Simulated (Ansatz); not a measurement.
ZnO in the rocksalt structure was put through Ansatz (plane waves). The cell was relaxed with r2SCAN and then strained (epitaxial -1.37 % in the xy plane, free normal strain +1.76 %), with the atoms relaxed again with r2SCAN; k points keep the names of the unstrained zone.

The cell given to it:
```xyz
2
Lattice="0.0000 2.1045 2.1713 2.1045 0.0000 2.1713 2.1045 2.1045 0.0000" Properties=species:S:1:pos:R:3 pbc="T T T"
Zn    0.0000    0.0000    0.0000
O     2.1045    2.1045    2.1713
```

The log, with set-up remarks and timings taken out:
```
scf.n_extra_bands = 4 over 9 filled bands (N_el = 18.0): the run solves 13 bands
Pseudopotential: Zn, paw, valence charge 12, recommended cutoff 500 eV
Pseudopotential: O, paw, valence charge 6, recommended cutoff 500 eV
Crystal: 2 atoms, lattice volume = 19.233 Å³
Basis set: ecut = 500 eV, 515 PW (Γ)
Symmetry: 16 space group operations
Space group: I4/mmm (ITA 139)
k-points: 102 of 1000
SCF 1 converged in 7 iterations: F = -3894.714752 eV  dr2 = 2.50e-10
SCF converged after 7 iterations
Free energy (F): -3894.714752 eV
Fermi energy:    10.099869 eV
--- Forces (eV/Å), atoms counted from 1 ---
  atom   1  Zn      0.00000      0.00000      0.00000
  atom   2  O       0.00000      0.00000      0.00000
--- Stress (GPa, compression-positive) ---
        3.472523       0.000000       0.000000
        0.000000       3.472523       0.000000
        0.000000       0.000000      -0.035256
  P = ⅓ Tr σ = 2.3033 GPa (23.033 kbar)
--- Band table (eV; the first three rows and the last of 102) ---
  k-point 0: bands = […, 5.0407, 5.1944, 5.2638, 8.4618, 8.4618, 8.6111, 11.6235, 28.7916, 28.9412, 28.9412]
  k-point 1: bands = […, 5.0197, 5.1217, 5.1493, 7.7421, 8.6596, 8.7277, 12.5025, 26.0495, 28.0847, 28.5133]
  k-point 2: bands = […, 4.6909, 5.1916, 5.1929, 6.7297, 9.0935, 9.1136, 14.0112, 23.4062, 26.4574, 27.1058]
  k-point 101: bands = […, 5.4398, 5.5514, 5.5514, 5.8351, 7.1208, 7.1208, 15.1505, 21.4657, 22.2758, 27.0333]
```

The file bands.tsv (bands near the Fermi energy, numbered from 0, rounded):
```tsv
# k_distance	band_4	band_5	band_6	band_7	band_8	band_9	band_10	band_11	band_12
# fermi_ev = 10.099869
# [0, 0, 0] at k_distance = 0.000000
# [0.5, 0, 0.5] at k_distance = 1.492771
# [0.625, 0.25, 0.625] at k_distance = 2.012499
# [0.375, 0.375, 0.75] at k_distance = 2.922010
# [0.5, 0.5, 0.5] at k_distance = 3.817512
# [0.5, 0.25, 0.75] at k_distance = 4.856969
# levels_relative_to = fermi_ev
0.000	-4.906	-4.836	-1.638	-1.638	-1.489	1.524	18.692	18.841	18.841
1.493	-4.563	-4.501	-4.187	-3.239	-2.940	5.013	11.774	11.813	16.195
2.012	-4.636	-4.605	-3.900	-3.251	-1.669	6.847	10.517	11.608	15.568
2.922	-4.652	-4.610	-3.850	-3.280	-1.492	6.992	10.779	11.132	15.925
3.818	-4.672	-4.633	-3.780	-0.205	0.000	6.108	10.076	13.443	14.106
4.857	-4.556	-4.361	-3.570	-3.568	-2.220	7.803	11.055	11.538	13.269
```
In order the rows are Γ, X, U, K, L, W.

Task: What input produced it? Give the YAML.

Result:
```yaml
crystal:
  # lattice and atoms as above
kpoints:
  mp_grid: { grid: [10, 10, 10] }
  band_path:
    path:
      - [0.0, 0.0, 0.0]
      - [0.5, 0.0, 0.5]
      - [0.625, 0.25, 0.625]
      - [0.375, 0.375, 0.75]
      - [0.5, 0.5, 0.5]
      - [0.5, 0.25, 0.75]
    npoints: 1
hamiltonian:
  xc: r2scan
scf:
  occupations: { method: fixed }
  n_extra_bands: 4
output:
  forces: true
  stress: true
  eigenvalues: true
```
The cutoff of 500 eV is the one that these potentials recommend for a meta-GGA. There is no exchange loop, so no exact exchange. A single point prints forces and stress when the output block asks for them. The lines shown narrow the functional down without fixing it; this is the one that was run. This is the file that was run; thresholds and some counts can't be read off the log exactly.

Simulation only: spin-unpolarised, and no claim that this is the phase found in nature.
